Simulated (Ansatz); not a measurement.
BP under changes of volume

One of the cells (11.682 Å³/atom); the others are scaled copies at fixed shape and fractional positions:

```
CELL_PARAMETERS angstrom
0.00000 2.26900 2.26900
2.26900 0.00000 2.26900
2.26900 2.26900 0.00000
ATOMIC_POSITIONS crystal
P 0.75000 0.75000 0.75000
B 0.00000 0.00000 0.00000
```

```yaml
Program: Ansatz 0.2.0
Functional: PBE
Potentials_or_basis: Ansatz PAW
Cutoff: "420 eV (not typed: the program's choice for these potentials)"
k_mesh: 10 × 10 × 10
Occupations: fermi-dirac, width 0.05 eV
Spin: no spin polarisation
```

| volume (Å³/atom) | energy over the lowest point (meV/atom) | pressure (GPa) | gap on the mesh (eV) |
| --- | --- | --- | --- |
| 10.981 | 29.02 | 12.7 | 1.16 |
| 11.214 | ? | ? | ? |
| 11.448 | 4.17 | 4.6 | 1.22 |
| 11.682 | 0.00 | 1.1 | 1.24 |
| 11.915 | 0.71 | -2.0 | 1.27 |
| 12.149 | 5.82 | -4.9 | 1.30 |
| 12.383 | 14.93 | -7.5 | 1.32 |

Question: What does the run at 11.214 Å³/atom give?

Answer: Energy over the lowest point 13.65 meV/atom; pressure 8.5 GPa; gap on the mesh 1.19 eV.

Worked out: A Birch-Murnaghan fit of order 3 (a polynomial in V^(-2/3)) to the other rows has its minimum at 11.76 Å³/atom with B0 = V·E''(V) = 162 GPa and B' = 3.9. It gives 13.68 meV/atom at 11.214 Å³/atom, against the run's 13.65, and -dE/dV = 8.5 GPa, against 8.5. A straight line through the other rows of the gap, of slope 1.34 eV per unit of ln V, gives 1.19 eV, against the run's 1.19.

Energies are extrapolated to zero smearing.

A mesh can miss the band edges.
